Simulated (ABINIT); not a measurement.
The system is NaI.

```xyz
2
Lattice="0.0000 3.2364 3.2364 3.2364 0.0000 3.2364 3.2364 3.2364 0.0000" Properties=species:S:1:pos:R:3 pbc="T T T"
I     3.2364    3.2364    3.2364
Na    0.0000    0.0000    0.0000
```

Base run:

* Program: ABINIT 10.8.3 (patched build)
* Functional: PBE0
* Potentials or basis: SPMS NC PBE v1.0
* Cutoff: 599 eV
* k mesh: 6 × 6 × 6
* Occupations: fermi-dirac, width 0.05 eV
* Spin: no spin polarisation

Its results: band gap on the k mesh 4.64 eV, direct.

Q: After a change of settings the same cell gave: band gap on the k mesh 3.96 eV, direct. Which change was it?
A. share of exact exchange from 0.15 to 0.5
B. share of exact exchange from 0.15 to 0.05
C. share of exact exchange from 0.15 to 0.25
D. share of exact exchange from 0.15 to 0.35

A: B.

Caveats: exact exchange is summed on a coarse mesh, which widens gaps by tenths of an eV; spin-orbit coupling is left out, which moves the levels of the heavy elements.

Runs at the PBE level aren't shown here.
